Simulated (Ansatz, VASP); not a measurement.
# GaSb in VASP and in Ansatz

The input INCAR:

```
SYSTEM = GaSb
  PREC = Accurate
  ENCUT = 520
  EDIFF = 1E-7
  ISMEAR = 0
  SIGMA = 0.1
  LREAL = .False.
  LASPH = .True.
  NELM = 100
  ALGO = Fast
  ISIF = 2
  LWAVE = .False.
  LCHARG = .True.
  GGA = CA
  LELF = .True.
  LVHAR = .True.
  NBANDS = 16
```

Contents of KPOINTS:

```
Automatic mesh
0
Gamma
  6 6 6
  0 0 0
```

POSCAR

```
GaSb
1.0
   -2.7534340000      2.7534340000      1.5907070000
    2.7534340000     -2.7534340000      1.5907070000
    2.7534340000      2.7534340000     -1.5907070000
Ga Sb
1 1
Direct
    0.2500000000      0.7500000000      0.5000000000
    0.0000000000      0.0000000000      0.0000000000
```

Input for Ansatz:

```yaml
crystal:
  lattice:
    - [-2.753434, 2.753434, 1.590707]
    - [2.753434, -2.753434, 1.590707]
    - [2.753434, 2.753434, -1.590707]
  atoms:
    - { symbol: Ga, position: [0.25, 0.75, 0.5] }
    - { symbol: Sb, position: [0.0, 0.0, 0.0] }
basis:
  ecutwfc: 420
kpoints:
  mp_grid: { grid: [6, 6, 6] }
hamiltonian:
  xc: lda
scf:
  occupations: { method: gaussian, width: 0.1 }
output:
  forces: true
  stress: true
  eigenvalues: true
```

Measurements of this composition are mostly on another form, of space group No. 216.

Alike in both runs: task single point; functional LDA; k mesh 6 × 6 × 6; occupations gaussian, width 0.1 eV; no spin polarisation.

```csv
,VASP,Ansatz
version,VASP 6.6.1,Ansatz 0.2.0
potentials or method,"VASP PAW LDA potentials, release 64 (Ga_d, Sb)","scalar-relativistic, plane waves, PAW"
plane-wave cutoff (eV),520,420
valence electrons in the cell,18,28
```

```tsv
	VASP	Ansatz	Ansatz less VASP
gap on the k mesh at the Fermi level (eV)	none	none	-
pressure (GPa)	-3.9	-4.1	-0.13
largest component of the traceless stress (GPa)	1.71	1.67	-0.040
```

A gap of «none» marks a metal or a gap that the smearing closes. The two sets of potentials don't hold the same shells in valence.

Caveats: the k mesh is coarse (spacing up to 0.38 Å⁻¹), so the values aren't converged. The runs have no spin-orbit coupling, so splittings on Sb are missing.
